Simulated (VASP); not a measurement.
Write the native input for VASP 6.6.1 that does the following.

```
Task                   : single point
Functional             : PBE
Potentials or basis    : VASP PAW PBE potentials, release 64 (Ca_sv, B)
Cutoff                 : 520 eV
k mesh                 : 9 × 9 × 7
Occupations            : fermi-dirac, width 0.05 eV
Spin                   : no spin polarisation
Further INCAR settings : ALGO = Normal; EDIFF = 1e-07; NBANDS = 15
```

The structure of CaB2 lies in POSCAR:

```
CaB2
1.0
    3.2264302843      0.0000000000      0.0000000000
   -1.6132151421      2.7941705897      0.0000000000
    0.0000000000      0.0000000000      4.0673920000
Ca B
1 2
Direct
    0.0000000000      0.0000000000      0.0000000000
    0.6666666667      0.3333333333      0.5000000000
    0.3333333333      0.6666666667      0.5000000000
```

The cell comes from a database or a generator and needn't be the stable form of this composition.

The input as run:

INCAR

```
SYSTEM = CaB2
PREC = Accurate
ENCUT = 520
EDIFF = 1E-7
ISMEAR = -1
SIGMA = 0.05
LREAL = .False.
LASPH = .True.
NELM = 100
ALGO = Normal
ISIF = 2
LWAVE = .False.
LCHARG = .False.
GGA = PE
NBANDS = 15
```

KPOINTS

```
regular mesh
0
Gamma
  9 9 7
  0 0 0
```

Potentials or basis: VASP PAW PBE potentials, release 64 (Ca_sv, B).

The run is started by

```sh
$ cat potpaw_PBE.64/Ca_sv/POTCAR potpaw_PBE.64/B/POTCAR > POTCAR
$ mpirun -np 1 vasp_std > vasp.out
```

Results of the run:

```
Pressure               : -0.1 GPa
Band gap on the k mesh : none (metal or under the smearing width)
```

It took 16 s on 1 thread of Intel(R) Xeon(R) Platinum 8488C (Sapphire Rapids), with other jobs on the host, peak memory 0.16 GiB.
